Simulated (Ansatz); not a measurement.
# KF: the cell at several levels of theory

One table from this session's results is given with a row withheld; the runs are named, their logs left out.

Code: Ansatz 0.2.0. PAW datasets, plane waves, zero pressure. Spin-unpolarised throughout. Whether this structure exists isn't addressed.

### Starting point

This is the cell as the run starts from it, not yet at rest; its lengths are not the crystal's.

The symmetry is P6_3mc (No. 186, hexagonal); a = 3.781 Å, c = 6.175 Å in the conventional setting, 19.12 Å³ an atom. Around K lie 4 F at 2.32 Å; around F lie 4 K at 2.32 Å.

Structure file:

```cif
data_structure
_symmetry_space_group_name_H-M 'P6_3mc'
_symmetry_Int_Tables_number 186
_cell_length_a 3.7814
_cell_length_b 3.7814
_cell_length_c 6.1750
_cell_angle_alpha 90.000
_cell_angle_beta 90.000
_cell_angle_gamma 120.000
_cell_volume 76.46
loop_
_atom_site_label
_atom_site_type_symbol
_atom_site_symmetry_multiplicity
_atom_site_Wyckoff_symbol
_atom_site_fract_x
_atom_site_fract_y
_atom_site_fract_z
_atom_site_occupancy
K1 K 2 b 0.33333 0.66667 0.00000 1
F1 F 2 b 0.33333 0.66667 0.37500 1
```

The first run:

Contents of input.yaml:

```yaml
crystal:
  lattice:
    - [3.7813589656, 0.0, 0.0]
    - [-1.8906794828, 3.274752925, 0.0]
    - [0.0, 0.0, 6.1749591908]
  atoms:
    - { symbol: K, position: [0.3333333333, 0.6666666667, 0.0] }
    - { symbol: K, position: [0.6666666667, 0.3333333333, 0.5] }
    - { symbol: F, position: [0.3333333333, 0.6666666667, 0.375] }
    - { symbol: F, position: [0.6666666667, 0.3333333333, 0.875] }
kpoints:
  mp_grid: { grid: [12, 12, 4] }
hamiltonian:
  xc: pbe
scf:
  occupations: { method: fermi_dirac, width: 0.02 }
relax:
  f_tol: 0.005
  cell: {}
```

The run is started by

```
> ansatz run input.yaml --threads 2 --pin off --max-ram 2211MiB --backend cpu --events-out ev --progress --plain --runs-dir out
```

Steps of the session up to this table: PBE: cell and atoms; Relaxing with r2SCAN; Relaxing with PBEsol; Relaxation with LDA; Relaxing with HSE06.

One of the session's tables, all rows but one given; the rest of the session is left out.

```
 level  a (Å)  c (Å)  volume (Å³/atom)
   PBE  4.547  5.374            24.054
r2SCAN  4.485  5.271            22.957
PBEsol  4.468  5.260            22.735
   LDA  4.353  5.121            21.006
 HSE06      ?      ?                 ?
```

Estimate the missing values for HSE06.

The run gave: a (Å): 4.514; c (Å): 5.318; volume (Å³/atom): 23.459. In the column «a (Å)» it lies between r2SCAN (4.485) and PBE (4.547).

In words: From the start to the first minimum the volume moved by +25.8 %. LDA gives the smallest cell and PBE the largest; they differ by 14.5 % in volume, a mean of 4.6 % in length. The meshes differ: PBE 12×12×4, r2SCAN 6×6×4, PBEsol 6×6×4, LDA 6×6×4, HSE06 6×6×4. The cell started from the wurtzite prototype, but the relaxation took it to the higher symmetry P6_3/mmc (No. 194), so the name no longer describes it.

Limits of these values: Warnings in the runs' records: structure snapped to symmetry.
